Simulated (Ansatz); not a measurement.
SnSe: what symmetry allows forces and stress to be

```
CELL_PARAMETERS angstrom
2.04624 -5.74903 -0.00858
2.04624 5.74903 -0.00858
-0.01719 0.00000 4.12421
ATOMIC_POSITIONS crystal
Sn 0.88245 0.11755 0.25000
Sn 0.11755 0.88245 0.75000
Se 0.63718 0.36282 0.25000
Se 0.36282 0.63718 0.75000
```

Level of theory: Ansatz, DFT PBEsol, scalar-relativistic, plane waves, PAW.

Plane waves to 420 eV, a k mesh through Γ of 8×8×6 on the computed 4-atom cell and Gaussian smearing (0.05 eV); no spin polarisation.

This distorted cell has space group C2/c, with 4 operations.

Q: Without a calculation: in which directions can each atom feel a force?

A: A force must be left unchanged by every operation that keeps its atom in place, so it lies in the space that those operations leave fixed. Atoms that the group maps onto each other feel forces of one size.
| atom | site symmetry | operations at the site | equivalent to atom | allowed force (Cartesian) |
| --- | --- | --- | --- | --- |
| Sn1 | 2 | 2 | 1 | along (0.00, 1.00, 0.00) |
| Sn2 | 2 | 2 | 1 | along (0.00, 1.00, 0.00) |
| Se3 | 2 | 2 | 3 | along (0.00, 1.00, 0.00) |
| Se4 | 2 | 2 | 3 | along (0.00, 1.00, 0.00) |

That leaves 2 independent force components of 12. A relaxation in this cell that keeps the symmetry moves the atoms in these directions alone.

Q: And the stress tensor?

A: It must be invariant under the point group, which leaves 4 independent components: yz, xy vanish.

Q: Do the computed values obey this?

A: Yes. Forces (eV/Å):
```
Sn1  0.000  0.290  0.000
Sn2  0.000 -0.290  0.000
Se3  0.000 -0.349  0.000
Se4  0.000  0.349  0.000
```

Stress (GPa, compression positive, xx yy zz yz xz xy): 3.66 -0.74 3.17 0.00 0.71 0.00. The program imposes the same operations on density, forces and stress, so this confirms the analysis and is no independent test of the calculation.

This form isn't the usual stable structure of the compound, though it has been observed.